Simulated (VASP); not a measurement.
# Si: kernels and solvers of the Casida equation on one ground state

Si, Fd-3m (no. 227), 2 atoms in the cell. DDH, TDDFT by the Casida equation; PAW potentials Si_GW (PBE set).

## Input

INCAR.step1:
```
SYSTEM = Si
  EDIFF = 1E-8
  ENCUT = 250
  ISMEAR = 0
  KPAR = 4
  LASPH = .TRUE.
  LCHARG = .FALSE.
  LEPSILON = .TRUE.
  LRPA = .TRUE.
  LWAVE = .FALSE.
  PREC = Accurate
  SIGMA = 0.02
```

INCAR.step2:
```
SYSTEM = Si
  EDIFF = 1E-5
  ENCUT = 250
  ISMEAR = 0
  KPAR = 4
  LASPH = .TRUE.
  LCHARG = .FALSE.
  LWAVE = .TRUE.
  NBANDS = 16
  PREC = Accurate
  SIGMA = 0.02
```

INCAR.step3:
```
SYSTEM = Si
  AEXX = 0.0757
  ALGO = Normal
  CSHIFT = 0.1
  EDIFF = 1E-7
  ENCUT = 250
  GGA = PE
  HFSCREEN = 1.26
  ISMEAR = 0
  ISTART = 1
  KPAR = 4
  LASPH = .TRUE.
  LCHARG = .FALSE.
  LHFCALC = .TRUE.
  LMODELHF = .TRUE.
  LOPTICS = .TRUE.
  LWAVE = .TRUE.
  NBANDS = 16
  NEDOS = 2000
  PREC = Accurate
  PRECFOCK = Fast
  SIGMA = 0.02
```

INCAR.step4:
```
SYSTEM = Si
  AEXX = 0.0757
  ALGO = TDHF
  ANTIRES = 0
  CSHIFT = 0.15
  EDIFF = 1E-7
  ENCUT = 250
  ENCUTGW = 150
  GGA = PE
  HFSCREEN = 1.26
  IBSE = 2
  ISMEAR = 0
  ISTART = 1
  KPAR = 4
  LADDER = .TRUE.
  LASPH = .TRUE.
  LCHARG = .FALSE.
  LFXC = .FALSE.
  LHARTREE = .TRUE.
  LHFCALC = .TRUE.
  LMODELHF = .TRUE.
  LWAVE = .FALSE.
  NBANDS = 16
  NBANDSO = 4
  NBANDSV = 4
  NBSEEIG = 4
  NOMEGA = 1000
  OMEGAMAX = 25
  PREC = Accurate
  PRECFOCK = Fast
  SIGMA = 0.02
```

INCAR.step5, as INCAR.step4 but for:
```
- ANTIRES = 0
+ ANTIRES = 1
```

INCAR.step6 changes the same tag again: ANTIRES = 2.

INCAR.step7, as INCAR.step6 but for:
```
- ANTIRES = 2
- LADDER = .TRUE.
- LHARTREE = .TRUE.
+ ANTIRES = 0
+ LADDER = .FALSE.
+ LHARTREE = .FALSE.
```

INCAR.step8, as INCAR.step7 but for:
```
- ANTIRES = 0
- LHARTREE = .FALSE.
+ ANTIRES = 2
+ LHARTREE = .TRUE.
```

INCAR.step9, as INCAR.step8 but for:
```
- ANTIRES = 2
- IBSE = 2
- LADDER = .FALSE.
+ ANTIRES = 0
+ BSEPREC = High
+ IBSE = 3
+ LADDER = .TRUE.
```

INCAR.step10, as INCAR.step9 but for:
```
- BSEPREC = High
- IBSE = 3
+ IBSE = 1
```

INCAR.step11, as INCAR.step10 but for:
```
- IBSE = 1
+ IBSE = 0
```

INCAR.step12, as INCAR.step11 but for:
```
- IBSE = 0
+ IBSE = 2
+ LTRIPLET = .TRUE.
```

INCAR.step13, as INCAR.step12 but for:
```
- LHARTREE = .TRUE.
- LTRIPLET = .TRUE.
+ LHARTREE = .FALSE.
```

INCAR.step14, as INCAR.step13 but for:
```
- LFXC = .FALSE.
- LHARTREE = .FALSE.
+ LFXC = .TRUE.
+ LHARTREE = .TRUE.
```

KPOINTS.step1:
```
k-points
0
Gamma
  8 8 8
```

KPOINTS.step2:
```
k-points
0
Gamma
  6 6 6
```

POSCAR:
```
Si
1.0
    0.0000000000      2.7218511865      2.7218511865
    2.7218511865      0.0000000000      2.7218511865
    2.7218511865      2.7218511865      0.0000000000
Si
2
Direct
    0.5000000000      0.5000000000      0.5000000000
    0.7500000000      0.7500000000      0.7500000000
```

Commands (each step's output is kept before the next begins):
```
cat potpaw_PBE.64/Si_GW/POTCAR > POTCAR
cp INCAR.step1 INCAR
cp KPOINTS.step1 KPOINTS
mpirun -np 4 vasp_std > vasp.out
rm WAVECAR CHG
cp INCAR.step2 INCAR
cp KPOINTS.step2 KPOINTS
mpirun -np 4 vasp_std > vasp.out
cp INCAR.step3 INCAR
mpirun -np 4 vasp_std > vasp.out
cp INCAR.step4 INCAR
mpirun -np 4 vasp_std > vasp.out
cp INCAR.step5 INCAR
mpirun -np 4 vasp_std > vasp.out
cp INCAR.step6 INCAR
mpirun -np 4 vasp_std > vasp.out
cp INCAR.step7 INCAR
mpirun -np 4 vasp_std > vasp.out
cp INCAR.step8 INCAR
mpirun -np 4 vasp_std > vasp.out
cp INCAR.step9 INCAR
mpirun -np 4 vasp_std > vasp.out
cp INCAR.step10 INCAR
mpirun -np 4 vasp_std > vasp.out
cp INCAR.step11 INCAR
mpirun -np 4 vasp_std > vasp.out
cp INCAR.step12 INCAR
mpirun -np 4 vasp_std > vasp.out
cp INCAR.step13 INCAR
mpirun -np 4 vasp_std > vasp.out
cp INCAR.step14 INCAR
mpirun -np 4 vasp_std > vasp.out
```

## Result

- Direct gap on the mesh (eV): 3.21
- Gap on the mesh (eV): 1.21
- Bands: 16

One ground state, settings moved in the last step alone:

| Settings | ε at zero frequency | First excitation (eV) | First bright (eV) | Time (s) |
|---|---|---|---|---|
| LOPTICS | 12.77 | – | – | 73 |
| Hartree and ladder terms, Tamm-Dancoff | 13.48 | 3.054 | 3.055 | 31 |
| Hartree and ladder terms, ANTIRES 1 | 13.06 | 3.057 | 3.058 | 40 |
| Hartree and ladder terms, ANTIRES 2 | 13.06 | 3.054 | 3.055 | 82 |
| independent particles | 12.56 | 3.211 | 3.211 | 18 |
| RPA: Hartree term alone, ANTIRES 2 | 11.48 | 3.213 | 3.213 | 50 |
| Lanczos (IBSE 3) | 13.48 | – | – | 20 |
| time evolution (IBSE 1) | 13.46 | – | – | 68 |
| old driver (IBSE 0), which refuses KPAR | – | – | – | no result |
| triplet | – | 3.044 | – | 29 |
| ladder without the Hartree term | 14.33 | 3.044 | 3.048 | 30 |
| with the local kernel | 13.66 | 3.052 | 3.054 | 40 |

Make-up of the lowest excitation, one of several of nearly equal energy, so its shares depend on the choice among them:

| k point | From band | To band | Share |
|---|---|---|---|
| 0.000 0.000 0.000 | 2 | 7 | 0.27 |
| 0.000 0.000 0.000 | 2 | 6 | 0.18 |
| 0.000 0.000 0.000 | 3 | 7 | 0.15 |
| 0.000 0.000 0.000 | 3 | 5 | 0.13 |
| 0.000 0.000 0.000 | 4 | 6 | 0.10 |
| 0.000 0.000 0.000 | 4 | 5 | 0.07 |

AEXX = 0.0757 is one over the ε of the first step (13.2).

Limits: The 6×6×6 mesh is coarse for a spectrum: peaks stand apart that a denser mesh merges; the pairs hold 4 valence and 4 conduction bands, and what lies beyond is missing from ε.

VASP 6.6.1 took 507 s on 4 cores (Intel Xeon Platinum 8375C @ 2.90GHz (Ice Lake)), a shared host.
